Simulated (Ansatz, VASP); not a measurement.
**Two plane-wave programs on Rh**

```xyz
4
Lattice="2.7096 0.0000 0.0000 -1.3548 2.3466 0.0000 0.0000 0.0000 8.8563" Properties=species:S:1:pos:R:3 pbc="T T T"
Rh    1.3548    0.7822    6.6423
Rh    0.0000    0.0000    4.4282
Rh    0.0000    1.5644    2.2141
Rh    0.0000    0.0000    0.0000
```

This isn't the form of Rh at room conditions, which is fcc.

Alike in both runs: task single point; functional r2SCAN; k mesh 11 × 11 × 3; occupations fermi-dirac, width 0.05 eV; no spin polarisation.

|  | VASP | Ansatz |
| --- | --- | --- |
| version | VASP 6.6.1 | Ansatz 0.2.0 |
| potentials or method | VASP PAW PBE potentials, release 64 (Rh_pv) | Ansatz PAW |
| plane-wave cutoff (eV) | 520 | 500 |
| valence electrons in the cell | 60 | 68 |

|  | VASP | Ansatz | Ansatz less VASP |
| --- | --- | --- | --- |
| gap on the k mesh at the Fermi level (eV) | none | none | - |
| pressure (GPa) | -5.3 | -6.3 | -1.08 |
| largest component of the traceless stress (GPa) | 0.97 | 0.96 | -0.008 |

A gap of «none» marks a metal or a gap that the smearing closes. With one functional, cell and mesh, what is left measures potentials, basis and numerics. The two sets of potentials don't hold the same shells in valence.

Caveats: the PAW data sets were made with another functional, which shifts forces and pressure a little (VASP); the PAW data sets come from PBE, with cores solved anew for the run's functional, which leaves a small shift of forces and pressure (Ansatz).
